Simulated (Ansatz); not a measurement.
# Pb under changes of volume

One of the cells (30.323 Å³/atom); the others are scaled copies at fixed shape and fractional positions:

```
Pb
1.0
     0.00000    2.47502    2.47502
     2.47502    0.00000    2.47502
     2.47502    2.47502    0.00000
Pb
1
Direct
  0.00000 0.00000 0.00000
```

| Quantity | Value |
| --- | --- |
| Program | Ansatz 0.2.0 |
| Functional | PBEsol |
| Potentials or basis | all-electron LAPW, scalar-relativistic |
| Cutoff | 167 eV (chosen from the basis error) |
| Basis error allowed | 0.0005 eV/atom |
| k mesh | 9 × 9 × 9 |
| Occupations | fermi-dirac, width 0.05 eV |
| Spin | no spin polarisation |

```tsv
volume (Å³/atom)	energy over the lowest point (meV/atom)	pressure (GPa)
28.503	11.63	2.7
29.110	3.54	1.5
29.716	0.00	0.4
30.323	?	?
30.929	4.52	-1.5
31.535	11.59	-2.2
32.142	21.27	-2.9
```

**Question.** What does the run at 30.323 Å³/atom give?

**Answer.** Energy over the lowest point 0.49 meV/atom; pressure -0.6 GPa.

Worked out: A Birch-Murnaghan fit of order 3 (a polynomial in V^(-2/3)) to the other rows has its minimum at 29.93 Å³/atom with B0 = V·E''(V) = 50 GPa and B' = 5.8. It gives 0.52 meV/atom at 30.323 Å³/atom, against the run's 0.49, and -dE/dV = -0.6 GPa, against -0.6.

Energies are extrapolated to zero smearing.
